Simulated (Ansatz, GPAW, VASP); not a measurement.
# Ge: programs and potentials compared

```
Ge
1.0
     0.00000    2.82891    2.82891
     2.82891    0.00000    2.82891
     2.82891    2.82891    0.00000
Ge
2
Direct
  0.75000 0.75000 0.75000
  0.50000 0.50000 0.50000
```

Alike in all runs: task single point; functional PBE; k mesh 8 × 8 × 8; occupations gaussian, width 0.023 eV; no spin polarisation; no spin-orbit coupling. Pressure is positive in compression and, in plane waves, holds the error of the finite cutoff.

```tsv
program and potentials	plane-wave cutoff (eV)	notes	band gap (eV)	pressure (GPa)
Ansatz, all-electron LAPW, scalar-relativistic	-	-	0.04	3.58
VASP, PBE PAW files Ge_d, 520 eV	520	14 valence electrons an atom on average	0.03	3.55
GPAW, GPAW PAW data sets (gpaw-data 1.2.1)	600	4 valence electrons an atom on average	0.09	3.84
```

The band gap spans 0.03 (VASP, PBE PAW files Ge_d, 520 eV) to 0.09 eV (GPAW, GPAW PAW data sets (gpaw-data 1.2.1)), with all-electron results at 0.04. The pressure spans 3.55 (VASP, PBE PAW files Ge_d, 520 eV) to 3.84 GPa (GPAW, GPAW PAW data sets (gpaw-data 1.2.1)), with all-electron results at 3.58.

The functional is the same throughout but for its coding, so the spread measures potentials, basis and numerics; runs on potential files found faulty are left out.

All three calculations put germanium on the verge of being a semimetal, whereas the real crystal is a semiconductor with a clearly larger gap. The likely cause is PBE itself: a semilocal functional lacks the derivative discontinuity of the exchange-correlation potential and places the antibonding, s-like conduction state at the zone centre too low against the p-like valence top. The positive pressure means that the crystal would expand at this level of theory, in line with PBE's known underbinding of heavier semiconductors.

The run with 14 valence electrons follows the all-electron gap and pressure closely, while the one with 4 lies above both. This suggests that freezing the 3d shell, which screens the nucleus and overlaps the valence density, plays a part, though other differences between the data sets could contribute. Spin-orbit coupling would raise the valence top and could close gaps this small, so the results don't establish a semiconducting ground state within PBE.
